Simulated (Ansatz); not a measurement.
# WS2 in Ansatz: notebook

The runs below take WS2 through phonons, band structure, with PBEsol, LDA.

All numbers are computed with Ansatz 0.2.0; they aren't measurements. Logs are shortened: lines on timing, memory, paths and dates and some standing lists are left out, and cuts for length are marked.

## Step 1: Starting point

The cell holds a slab with vacuum, 3 atoms: a = 3.184 Å, b = 3.184 Å, c = 16.951 Å, α = 90.00°, β = 90.00°, γ = 120.00°.

## Step 2: Phonons, PBEsol

File input.yaml:

```yaml
crystal:
  lattice:
    - [3.1835163552, 0.0, 0.0]
    - [-1.5917581776, 2.7570060369, 0.0]
    - [0.0, 0.0, 16.95057789]
  atoms:
    - { symbol: W, position: [0.0, 0.0, 0.0] }
    - { symbol: S, position: [0.3333333333, 0.6666666667, 0.09200051] }
    - { symbol: S, position: [0.3333333333, 0.6666666667, 0.90799949] }
hamiltonian:
  xc: pbesol
  pseudopotentials: { kind: paw }
kpoints:
  mp_grid: { grid: [7, 7, 2] }
scf:
  occupations: { method: fixed }
phonons:
  method: dfpt
  dielectric: true
  rigid_motions: translations
```

Potentials or basis: Ansatz PAW.

Command:

```console
ansatz run input.yaml --threads 2 --pin off --max-ram 5632MiB --backend cpu --events-out ev --progress --plain --runs-dir out
```

The log of the run:

```text
Warning: RAYON_NUM_THREADS=2 ignored (pool sized by the plan → 2); use --threads N
Engine: ansatz 0.2.0, x86_64-unknown-linux-gnu
Pseudopotentials: kind: paw
Pseudopotential: W, paw, valence charge 14, recommended cutoff 420 eV (normal), W.paw.azcp
Pseudopotential: S, paw, valence charge 6, recommended cutoff 420 eV (normal), S.paw.azcp
Functional definition: PBEsol
  exchange = pbesol_x
  correlation = pbesol_c
Crystal: 3 atoms, lattice volume = 148.775 Å³
Basis set: ecut = 420 eV, 2937 PW (Γ), exchange–correlation on 48×48×240 points (8 copies of the dense FFT grid, shifted against one another)
Bands: 17, of which v1, the nominal top of the filled ones, is band 13 counted from 1 (12 counted from 0)
Symmetry: 12 space group operations
k-points: 32 of 98 (irreducible under 2 space group operations, time reversal used)
Non-local potential: W, projectors of the file, l = 0: 3, l = 1: 2, l = 2: 2, l = 3: 1
Non-local potential: S, projectors of the file, l = 0: 2, l = 1: 2, l = 2: 2
PAW form: soft (Blöchl's): semilocal exchange-correlation on the pseudo side does not see the compensation charge
PAW frozen core: W, regenerated for the run's functional, and the local potential with it (the file was generated under x = pbe(κ = 0.804, μ = 0.2195149727645171), c = pbe(β = 0.06672455060314922))
PAW frozen core: S, regenerated for the run's functional, and the local potential with it (the file was generated under x = pbe(κ = 0.804, μ = 0.2195149727645171), c = pbe(β = 0.06672455060314922))
PAW one-centre angular grid: W, 590 points (default); XC on 64 Gauss nodes
PAW one-centre angular grid: S, 110 points (default); XC on 64 Gauss nodes
Initial density: superposition of atomic densities (neutral atoms: chi_scale 0, normalization atom), corrected by the library's trained network
Initial wavefunctions: pseudopotential atomic-orbital guess
Functional: x = pbesol(κ = 0.804, μ = 0.12345679012345678), c = pbesol(β = 0.046)
SCF iter   1: F=—  HF=-12029.049220 eV  |F-HF|=—  |Δ(HF+E_count)|=         —  Δρ=5.56e-3  dr2=1.09e-1  ethr=1.77e-3  ⟨swp⟩=6.5  Hψ=2972  notcnv=0  defer=55
preconditioner: auto → none  [insulator: Δε(μ)=2.060 eV  Ē_g=8.664 eV  n_scr=10 (ndim 8)  ℏωp=12.9 eV  f_vac=0.610  ε∞_Penn≈3.2]
SCF iter   2: F=—  HF=-12029.097457 eV  |F-HF|=—  |Δ(HF+E_count)|=   4.82e-2  Δρ=8.13e-3  dr2=3.70e-1  ethr=4.20e-4  ⟨swp⟩=3.3  Hψ=1303  notcnv=0  defer=60  recentre
SCF iter   3: F=—  HF=-12029.037242 eV  |F-HF|=—  |Δ(HF+E_count)|=   6.02e-2  Δρ=1.96e-3  dr2=3.68e-3  ethr=4.20e-4  ⟨swp⟩=3.0  Hψ=902  notcnv=0  defer=64
SCF iter   4: F=—  HF=-12029.040647 eV  |F-HF|=—  |Δ(HF+E_count)|=   3.40e-3  Δρ=3.97e-4  dr2=1.22e-4  ethr=1.42e-5  ⟨swp⟩=2.6  Hψ=1109  notcnv=0  defer=64
SCF iter   5: F=—  HF=-12029.040763 eV  |F-HF|=—  |Δ(HF+E_count)|=   1.16e-4  Δρ=1.32e-4  dr2=1.21e-5  ethr=4.69e-7  ⟨swp⟩=2.5  Hψ=988  notcnv=0  defer=64
SCF iter   6: F=—  HF=-12029.040776 eV  |F-HF|=—  |Δ(HF+E_count)|=   1.28e-5  Δρ=3.03e-5  dr2=2.35e-6  ethr=4.65e-8  ⟨swp⟩=2.4  Hψ=1034  notcnv=0  defer=55
SCF iter   7: F=—  HF=-12029.040721 eV  |F-HF|=—  |Δ(HF+E_count)|=   5.47e-5  Δρ=7.24e-6  dr2=9.00e-8  ethr=9.05e-9  ⟨swp⟩=2.9  Hψ=962  notcnv=0  defer=40
SCF iter   8: F=—  HF=-12029.040721 eV  |F-HF|=—  |Δ(HF+E_count)|=   1.32e-8  Δρ=7.73e-7  dr2=9.86e-10  ethr=3.46e-10  ⟨swp⟩=2.2  Hψ=958  notcnv=0  defer=40
SCF iter   9: F=-12029.040721 eV  HF=-12029.040721 eV  |F-HF|=4.00e-11  |Δ(HF+E_count)|=   1.79e-9  Δρ=8.99e-8  dr2=1.15e-11  ethr=1.00e-12  ⟨swp⟩=14.0  Hψ=4794  notcnv=0
SCF 1 converged in 9 iterations: F = -12029.040721 eV  dr2 = 1.15e-11
NSCF: frozen V_eff on 3 k-points
DFPT response loops at Γ: preconditioner auto → none (the input reference at scf.mixing.eps_inf says where Resta's filter doesn't serve); β = 0.50; Broyden in place of MSR1
── the response to a field inside a basis, on 8×8×2 k-points: an SCF that follows is theirs, and a resumed run solves both again ──
Bands: 14, of which v1, the nominal top of the filled ones, is band 13 counted from 1 (12 counted from 0)
k-points: 20 of 128 (irreducible under 4 space group operations, time reversal used)
Initial density: handed on by an earlier stage of this run
Initial wavefunctions: pseudopotential atomic-orbital guess (no wavefunctions were taken with the density)
Eigensolver: Dense (20 Hₖ)
SCF iter   1: F=—  HF=-12029.035085 eV  |F-HF|=—  |Δ(HF+E_count)|=         —  Δρ=1.15e-4  dr2=4.03e-6  ethr=1.00e-1
[... 33 lines left out ...]
  k-point 31: bands = ["-73.6580", "-38.0678", "-37.8997", "-37.8968", "-12.7536", "-12.2163", "-5.5764", "-4.5988", "-4.1085", "-3.2919", "-2.2879", "-1.4739", "-0.6077", "2.5919", "3.2640", "3.7088", "5.0447"]
--- Phonons (Γ-DFPT): 4 representative perturbations + reference, on 32 of 98 k-points (Σ response iterations 14) ---
  k mesh reduced under 2 symmetry operations, with k and −k counted as one. Each operation leaves every solved perturbation unchanged. A smaller set is not considered because the run solves the response to a homogeneous field
  ASR residual: 1.154e-4 → 0.000e0 eV/Å²; symmetrization residual: 3.009e-6 eV/Å²
  ASR residual per site (eV/Å²): 1.15e-4 4.55e-5 4.55e-5
  Γ frequencies (cm⁻¹): 0.00 0.00 0.00 289.85 289.85 348.09 348.09 410.78 429.08
  ε∞ (high-frequency dielectric tensor):
        5.652648     0.000000     0.000000
        0.000000     5.652648     0.000000
        0.000000     0.000000     1.427149
  ε⁰ (static dielectric tensor: ions relaxed, cell fixed):
        5.672993    -0.000000    -0.000000
       -0.000000     5.672993    -0.000000
       -0.000000    -0.000000     1.427424
  ε⁰ − ε∞ (ionic part):
        0.020345    -0.000000    -0.000000
       -0.000000     0.020345    -0.000000
       -0.000000    -0.000000     0.000276
  softest optical mode at Γ: 289.85 cm⁻¹; the repairs (sum rule, projections) moved no ω² at Γ by more than (0.78 cm⁻¹)²
  Born effective charges Z* (e; rows j = field, columns β = displacement):
    site 0:
        -0.59525    0.00000    0.00000
        -0.00000   -0.59525    0.00000
         0.00000    0.00000   -0.08541
    site 1:
         0.29762   -0.00000    0.00000
         0.00000    0.29762   -0.00000
         0.00000   -0.00000    0.04271
    site 2:
         0.29762   -0.00000    0.00000
         0.00000    0.29762    0.00000
        -0.00000    0.00000    0.04271
  Z* charge neutrality: 3.387e-3 e pre-enforcement
  solved inside a basis spanned on kpoints, on 8×8×2 k-points, its susceptibility summed on 22×22×4: ε∞ is read to err by 1.6e-2, Z* by 1.6e-2 e (field_mesh: kpoints solves on kpoints); Z* is corrected for what the basis lacks
  optical modes at Γ without the LO–TO term, one row a degenerate level:
      ω (cm⁻¹)  modes    IR ((D/Å)²/amu)
        289.85      2             0.0000
        348.09      2             0.3439
        410.78      1             0.0000
        429.08      1             0.0035
  optical modes at Γ + LO–TO along q̂ = [1.0000, 0.0000, 0.0000]:
      ω (cm⁻¹)  modes    IR ((D/Å)²/amu)
        289.85      2             0.0000
        348.09      1             0.1720
        348.71      1             0.1720
        410.78      1             0.0000
        429.08      1             0.0035
  optical modes at Γ + LO–TO along q̂ = [0.0000, 1.0000, 0.0000]:
      ω (cm⁻¹)  modes    IR ((D/Å)²/amu)
        289.85      2             0.0000
        348.09      1             0.1720
        348.71      1             0.1720
        410.78      1             0.0000
        429.08      1             0.0035
  optical modes at Γ + LO–TO along q̂ = [0.0000, 0.0000, 1.0000]:
      ω (cm⁻¹)  modes    IR ((D/Å)²/amu)
        289.85      2             0.0000
        348.09      2             0.3439
        410.78      1             0.0000
        429.12      1             0.0035
```

It took 2 min on 2 threads of Intel Xeon at 2.50GHz (Skylake/Cascade Lake), shared host; peak memory 0.77 GiB.

Results:

```
Free energy                                             : -12029.0407 eV
Band gap on the k mesh                                  : 2.11 eV, indirect (least direct gap 2.44 eV)
Electronic dielectric tensor (diagonal)                 : 5.65, 5.65, 1.43
Born charges (mean of the diagonal)                     : W -0.43; S +0.21 e
Highest phonon frequency at Γ, LO-TO splitting left out : 429 cm⁻¹
Static dielectric tensor (diagonal)                     : 5.67, 5.67, 1.43
```

Phonon frequencies in cm⁻¹ (negative: imaginary):
| q point | frequencies |
| --- | --- |
| (0.000, 0.000, 0.000) | 0 0 0 290 290 348 348 411 429 |

Electronic dielectric tensor:
```
5.65 0.00 0.00
0.00 5.65 0.00
0.00 0.00 1.43
```

Born effective charge tensors (e):
atom 1, W
```
-0.60  0.00  0.00
 0.00 -0.60  0.00
 0.00  0.00 -0.09
```
atom 2, S
```
0.30 0.00 0.00
0.00 0.30 0.00
0.00 0.00 0.04
```
atom 3, S
```
0.30 0.00 0.00
0.00 0.30 0.00
0.00 0.00 0.04
```

Static dielectric tensor, electrons and zone-centre modes:
```
5.67 0.00 0.00
0.00 5.67 0.00
0.00 0.00 1.43
```

Caveat: odd divisions of the mesh miss points on the zone boundary, where band edges often lie, so the gap on the mesh can be too wide; spin-orbit coupling is left out, which moves the levels of the heavy elements; the PAW data sets come from PBE, with cores solved anew for the run's functional, which leaves a small shift of forces and pressure.

[end of part 1 of 2]
